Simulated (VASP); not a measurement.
Ba:

```
CELL_PARAMETERS angstrom
4.24526 0.00000 0.00000
-2.12263 3.67650 0.00000
0.00000 0.00000 11.24075
ATOMIC_POSITIONS crystal
Ba 0.00000 0.50000 0.83333
Ba 0.50000 0.00000 0.50000
Ba 0.50000 0.50000 0.16667
```

The cell was built by a generator and needn't be a form met in nature.

The cell isn't the ideal one: random cell with space group P6_422 (No. 181).

- Program: VASP 6.6.1
- Task: relaxation of cell and atoms
- Functional: PBE
- Potentials or basis: VASP PAW PBE potentials, release 64 (Ba_sv)
- Cutoff: 600 eV
- k mesh: 6 × 6 × 2
- Occupations: gaussian, width 0.1 eV
- Spin: no spin polarisation

At the start: pressure 0.9 GPa; volume 58.48 Å³/atom.

Q: Where does the relaxation end?

A: Over 3 steps the energy falls by 17.0 meV/atom and the volume is 64.02 Å³/atom (+9.5 %); space group P6_422 (No. 181, to 0.05 Å).

Step by step:
```tsv
step	energy change (eV)	largest force (eV/Å)	pressure (GPa)	volume (Å³)
1	0.0000	0.0000	0.87	175.44
2	-0.0406	0.0000	0.37	183.56
3	-0.0511	0.0000	-0.06	192.05
```

Final structure:
```cif
data_structure
_symmetry_space_group_name_H-M 'P 1'
_symmetry_Int_Tables_number 1
_cell_length_a 4.4276
_cell_length_b 4.4276
_cell_length_c 11.3122
_cell_angle_alpha 90.000
_cell_angle_beta 90.000
_cell_angle_gamma 120.000
_cell_volume 192.05
loop_
_atom_site_label
_atom_site_type_symbol
_atom_site_fract_x
_atom_site_fract_y
_atom_site_fract_z
_atom_site_occupancy
Ba1 Ba 0.00000 0.50000 0.83333 1
Ba2 Ba 0.50000 0.00000 0.50000 1
Ba3 Ba 0.50000 0.50000 0.16667 1
```
